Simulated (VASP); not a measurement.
# Settings for Zr: density of states

Zr, Im-3m (no. 229), 1 atom in the cell. LDA; PAW potentials Zr_sv (LDA set). VASP 6.6.1.

Wanted: density of states by 0.5 eV bins within 4 %; centre of the states within 12 eV below the valence top within 0.01 eV; states at the Fermi level within 4 %.

What the run is for: density of states; Accuracy asked: tight; k mesh of the density: 12 × 12 × 12.

POSCAR:
```
Zr
1.0
   -1.8100000000      1.8100000000      1.8100000000
    1.8100000000     -1.8100000000      1.8100000000
    1.8100000000      1.8100000000     -1.8100000000
Zr
1
Direct
    0.0000000000      0.0000000000      0.0000000000
```

The series start from Plane-wave cutoff (eV): 260; k-point mesh: 14 × 14 × 14; Energy points (NEDOS): 2001; Occupations for the DOS: ISMEAR=-5; Electronic threshold (eV): 1e-6; Precision mode (PREC): Accurate. Each series keeps the choices made before it, and each single choice may use up half of a tolerance. Times cover all steps of a run.

## Plane-wave cutoff (eV)

| Plane-wave cutoff (eV) | Density of states by 0.5 eV bins, largest deviation against the largest value | Centre of the states within 12 eV below the valence top (eV) | States at the Fermi level (states/eV/atom) | Time (s) |
|---|---|---|---|---|
| 180 | 2.5 % | -1.418 | 1.772 | 5.4 |
| 230 | 0.72 % | -1.425 | 1.771 | 6.5 |
| 260 | 0.75 % | -1.425 | 1.771 | 6.8 |
| 300 | 0.58 % | -1.426 | 1.772 | 11 |
| 370 | 0.2 % | -1.431 | 1.775 | 13 |
| 460 (reference) | 0 % | -1.433 | 1.775 | 14 |

Chosen: 370, the loosest value from which every tighter one stays within half of the tolerance.

## k-point mesh

| k-point mesh | Density of states by 0.5 eV bins, largest deviation against the largest value | Centre of the states within 12 eV below the valence top (eV) | States at the Fermi level (states/eV/atom) | Time (s) |
|---|---|---|---|---|
| 6 × 6 × 6 | 25 % | -1.491 | 1.492 | 7.6 |
| 8 × 8 × 8 | 14 % | -1.455 | 1.935 | 7.9 |
| 9 × 9 × 9 | 12 % | -1.446 | 1.843 | 8.4 |
| 12 × 12 × 12 | 6.8 % | -1.428 | 1.777 | 10 |
| 14 × 14 × 14 | 3.4 % | -1.431 | 1.775 | 13 |
| 17 × 17 × 17 | 2 % | -1.434 | 1.74 | 16 |
| 21 × 21 × 21 | 0.58 % | -1.426 | 1.757 | 24 |
| 25 × 25 × 25 (reference) | 0 % | -1.424 | 1.78 | 36 |

Chosen: 21 × 21 × 21.

## Energy points (NEDOS)

| Energy points (NEDOS) | Density of states by 0.5 eV bins, largest deviation against the largest value | Centre of the states within 12 eV below the valence top (eV) | States at the Fermi level (states/eV/atom) | Time (s) |
|---|---|---|---|---|
| 301 | 2.7 % | -1.435 | 1.776 | 25 |
| 501 | 0.67 % | -1.441 | 1.755 | 26 |
| 1001 | 0.4 % | -1.427 | 1.756 | 26 |
| 2001 | 0.24 % | -1.426 | 1.757 | 24 |
| 4001 (reference) | 0 % | -1.427 | 1.758 | 25 |

Chosen: 1001.

## Occupations for the DOS

| Occupations for the DOS | Density of states by 0.5 eV bins, largest deviation against the largest value | Centre of the states within 12 eV below the valence top (eV) | States at the Fermi level (states/eV/atom) | Time (s) |
|---|---|---|---|---|
| ISMEAR=-5 | 0 % | -1.427 | 1.756 | 26 |
| ISMEAR=-4 | 0 % | -1.427 | 1.756 | 24 |
| ISMEAR=0 SIGMA=0.05 | 5.1 % | -1.427 | 1.615 | 20 |
| ISMEAR=0 SIGMA=0.1 | 5.7 % | -1.426 | 1.774 | 20 |
| ISMEAR=-15 SIGMA=0.025 | 0.0094 % | -1.427 | 1.756 | 28 |
| ISMEAR=1 SIGMA=0.1 | 4.4 % | -1.426 | 1.636 | 20 |

Chosen: ISMEAR=-5; no other choice that stays within half of the tolerance saves 30 % of the time.

## Electronic threshold (eV)

| Electronic threshold (eV) | Density of states by 0.5 eV bins, largest deviation against the largest value | Centre of the states within 12 eV below the valence top (eV) | States at the Fermi level (states/eV/atom) | Time (s) |
|---|---|---|---|---|
| 0.001 | 0.27 % | -1.440 | 1.76 | 22 |
| 0.0001 | 0.13 % | -1.427 | 1.756 | 22 |
| 1e-5 | 0.24 % | -1.427 | 1.757 | 25 |
| 1e-6 (reference) | 0 % | -1.427 | 1.756 | 26 |

Chosen: 0.0001.

## Precision mode (PREC)

| Precision mode (PREC) | Density of states by 0.5 eV bins, largest deviation against the largest value | Centre of the states within 12 eV below the valence top (eV) | States at the Fermi level (states/eV/atom) | Time (s) |
|---|---|---|---|---|
| Normal | 0.028 % | -1.427 | 1.756 | 13 |
| Accurate (reference) | 0 % | -1.427 | 1.756 | 22 |

Chosen: Normal.

## All choices together

| Input | Density of states by 0.5 eV bins, largest deviation against the largest value | Centre of the states within 12 eV below the valence top (eV) | States at the Fermi level (states/eV/atom) | Time (s) |
|---|---|---|---|---|
| defaults for smearing, thresholds and mesh (naive) | 43 % | -1.404 | 1.001 | 3.5 |
| chosen settings | 0.52 % | -1.427 | 1.756 | 13 |
| reference settings throughout | 0 % | -1.426 | 1.783 | 42 |

The tolerance is met.

## The input

INCAR.step1:
```
  ALGO = Normal
  EDIFF = 1E-4
  ENCUT = 370
  GGA = CA
  GGA_COMPAT = F
  ISMEAR = 1
  LASPH = T
  LCHARG = T
  LMAXMIX = 4
  LREAL = F
  LWAVE = F
  NBANDS = 20
  NELM = 120
  PREC = Normal
  SIGMA = 0.1
```

INCAR.step2, as INCAR.step1 but for:
```
- ISMEAR = 1
- LCHARG = T
- SIGMA = 0.1
+ EMAX = 16.2805
+ EMIN = -8.7195
+ ICHARG = 11
+ ISMEAR = -5
+ LCHARG = F
+ LORBIT = 11
+ NEDOS = 1001
```

KPOINTS.step1:
```
k-points
0
Gamma
  12 12 12
```

KPOINTS.step2:
```
Automatic mesh
0
Gamma
  21 21 21
  0 0 0
```

Commands (each step's output is kept before the next begins):
```
cat potpaw_LDA.64/Zr_sv/POTCAR > POTCAR
cp INCAR.step1 INCAR
cp KPOINTS.step1 KPOINTS
mpirun -np 1 vasp_std > vasp.out
cp INCAR.step2 INCAR
cp KPOINTS.step2 KPOINTS
mpirun -np 1 vasp_std > vasp.out
```

The chosen input took VASP 6.6.1 13 s on 1 core (Intel Xeon 6975P-C (Granite Rapids)), a shared host.

## An input that fails: broad smearing on a coarse energy grid

It runs to its end, but against the unchanged starting input it is off by 17 % in the density of states by 0.5 eV bins, 0.014 eV in the centre of the states within 12 eV below the valence top, 11 % in the states at the Fermi level.

Changes against the starting input:
```
(step 2)
- ISMEAR = -5
- NELM = 120
- NEDOS = 2001
+ ISMEAR = 0
+ NELM = 68
+ NEDOS = 301
+ SIGMA = 0.5
```
